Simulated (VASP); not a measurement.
Y:

```
CELL_PARAMETERS angstrom
3.64740 0.00000 0.00000
-1.82370 3.15874 0.00000
0.00000 0.00000 5.73060
ATOMIC_POSITIONS crystal
Y 0.66667 0.33333 0.75000
Y 0.33333 0.66667 0.25000
```

Base run:

```yaml
Program: VASP 6.6.1
Functional: r2SCAN
Potentials_or_basis: VASP PAW PBE potentials, release 64 (Y_sv)
Cutoff: 520 eV
k_mesh: 8 × 8 × 5
Occupations: fermi-dirac, width 0.05 eV
Spin: no spin polarisation
```

Its results: pressure 0.7 GPa.

Question: After a change of settings the same cell gave: pressure -0.5 GPa. Which change was it?
A. functional from r2SCAN to AM05
B. functional from r2SCAN to revPBE
C. functional from r2SCAN to PW91
D. functional from r2SCAN to LDA; potentials or basis from VASP PAW PBE potentials, release 64 (Y_sv) to VASP PAW LDA potentials, release 64 (Y_sv)

Answer: C.

Caveats: the PAW data sets were made with another functional, which shifts forces and pressure a little.
